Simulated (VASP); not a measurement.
Crystal: As.

```
CELL_PARAMETERS angstrom
-2.70368 0.00000 -2.70368
0.00000 -2.70368 -2.70368
-2.70368 -2.70368 0.00000
ATOMIC_POSITIONS crystal
As 0.27635 0.22714 0.25690
As 0.72365 0.77286 0.74310
```

This isn't the form of As at room conditions, which is rhombohedral.

The cell isn't the ideal one: all atoms moved at random.

| Item | Value |
| --- | --- |
| Program | VASP 6.6.1 |
| Task | relaxation of cell and atoms |
| Functional | BLYP |
| Dispersion | D3 |
| Potentials or basis | VASP PAW PBE potentials, release 64 (As) |
| Cutoff | 600 eV |
| k mesh | 9 × 9 × 9 |
| Occupations | fermi-dirac, width 0.05 eV |
| Spin | no spin polarisation |

At the start: pressure 9.0 GPa; volume 19.76 Å³/atom.

Where does the relaxation end?

Over 42 steps the energy falls by 164.5 meV/atom and the volume is 24.06 Å³/atom (+21.7 %); space group R-3m (No. 166, to 0.05 Å).

The path:
```tsv
step	energy change (eV)	largest force (eV/Å)	pressure (GPa)	volume (Å³)
1	0.0000	0.4868	9.00	39.53
3	-0.1488	0.7814	-0.97	44.86
5	-0.2582	0.2260	0.40	45.89
7	-0.2853	0.1793	0.03	47.51
9	-0.3000	0.1227	-0.33	48.19
11	-0.3042	0.0948	0.56	47.85
13	-0.3068	0.0751	0.01	48.29
15	-0.3091	0.0991	-0.25	48.66
17	-0.3094	0.2094	0.26	49.12
19	-0.3146	0.1011	-0.05	48.93
21	-0.3068	0.2009	0.93	49.01
23	-0.3217	0.1016	-0.44	49.36
25	-0.3244	0.0919	-0.17	49.03
27	-0.3274	0.0445	-0.03	48.59
29	-0.3283	0.0275	-0.11	48.51
31	-0.3285	0.0271	-0.16	48.46
33	-0.3287	0.0337	0.09	48.20
35	-0.3289	0.0228	0.01	48.12
37	-0.3290	0.0116	0.00	48.10
39	-0.3290	0.0059	0.01	48.09
41	-0.3290	0.0078	-0.03	48.13
42	-0.3290	0.0017	0.01	48.12
```

Final structure:
```cif
data_structure
_symmetry_space_group_name_H-M 'P 1'
_symmetry_Int_Tables_number 1
_cell_length_a 4.3280
_cell_length_b 3.8730
_cell_length_c 3.8720
_cell_angle_alpha 60.004
_cell_angle_beta 63.386
_cell_angle_gamma 63.417
_cell_volume 48.12
loop_
_atom_site_label
_atom_site_type_symbol
_atom_site_fract_x
_atom_site_fract_y
_atom_site_fract_z
_atom_site_occupancy
As1 As 0.32719 0.22425 0.22445 1
As2 As 0.67281 0.77575 0.77555 1
```

Caveat: the volume moved by over 15 % at a fixed basis, so the end points are rough; the PAW data sets were made with another functional, which shifts forces and pressure a little; pairwise dispersion overbinds metals, which lowers pressure and volume.
